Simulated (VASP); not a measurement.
# From an Ansatz input to VASP: HCl (strained measured structure)

Ansatz input

```yaml
crystal:
  lattice:
    - [0.0, 3.4610167783, 3.4019501317]
    - [1.5541321423, 0.0, 3.4019501317]
    - [1.5541321423, 3.4610167783, 0.0]
  atoms:
    - { symbol: H, position: [0.0, 0.0, 0.0] }
    - { symbol: Cl, position: [0.5, 0.5, 0.5] }
kpoints:
  mp_grid: { grid: [10, 10, 10] }
  band_path:
    path:
      - [0.0, 0.0, 0.0]
      - [-0.499977809, 1.10955e-05, -0.4999889045]
      - [4.43811e-05, 0.5000221905, -0.4999778095]
      - [0.0, 0.350813619, 0.350813619]
      - [4.43811e-05, 0.6492085716, -0.3507914284]
      - [-0.499977809, 0.2500110955, -0.2499889045]
      - [2.21905e-05, 0.5000110953, 1.10953e-05]
      - [-0.5, -0.5, 0.0]
      - [-0.5, 0.125, -0.375]
    npoints: 1
hamiltonian:
  xc: r2scan
scf:
  occupations: { method: fixed }
  n_extra_bands: 4
output:
  forces: true
  stress: true
  eigenvalues: true
  write_density: true
  write_potential: true
  elf: true
  volumetric_format: npy
```

Question: Which VASP files do the same job?

Answer: 

INCAR

```
LREAL = .FALSE.
METAGGA = R2SCAN
EDIFF = 1E-7
LWAVE = .FALSE.
NSW = 0
PREC = Accurate
ENCUT = 520
ALGO = Normal
LELF = .TRUE.
LCHARG = .TRUE.
ISIF = 2
SIGMA = 0.01
NBANDS = 11
IBRION = -1
NELM = 120
LASPH = .TRUE.
ISMEAR = 0
```

KPOINTS

```
KPOINTS created by Atomic Simulation Environment
0
Gamma
10 10 10
0 0 0
```

KPOINTS_OPT

```
special points
9
Reciprocal
0.0000000000 0.0000000000 0.0000000000 1
-0.4999778090 0.0000110955 -0.4999889045 1
0.0000443811 0.5000221905 -0.4999778095 1
0.0000000000 0.3508136190 0.3508136190 1
0.0000443811 0.6492085716 -0.3507914284 1
-0.4999778090 0.2500110955 -0.2499889045 1
0.0000221905 0.5000110953 0.0000110953 1
-0.5000000000 -0.5000000000 0.0000000000 1
-0.5000000000 0.1250000000 -0.3750000000 1
```

POSCAR

```
H  Cl
 1.0000000000000000
     0.0000000000000000    3.4610167782999999    3.4019501317000000
     1.5541321423000001    0.0000000000000000    3.4019501317000000
     1.5541321423000001    3.4610167782999999    0.0000000000000000
 H   Cl
   1   1
Cartesian
  0.0000000000000000  0.0000000000000000  0.0000000000000000
  1.5541321422999999  3.4610167782999994  3.4019501316999996
```

VASP ran with the recommended PBE PAW datasets (8 valence electrons in the cell). Other inputs would serve too.

```csv
,Ansatz,VASP
gap between bands v and c,2.75 eV,2.78 eV
least direct gap,3.11 eV,3.15 eV
pressure,-1.1 GPa,-1.3 GPa
```

Datasets and cutoffs are each program's own. VASP's cell holds 8 valence electrons and Ansatz's 8. Ansatz's stress includes a Pulay correction; VASP's doesn't.
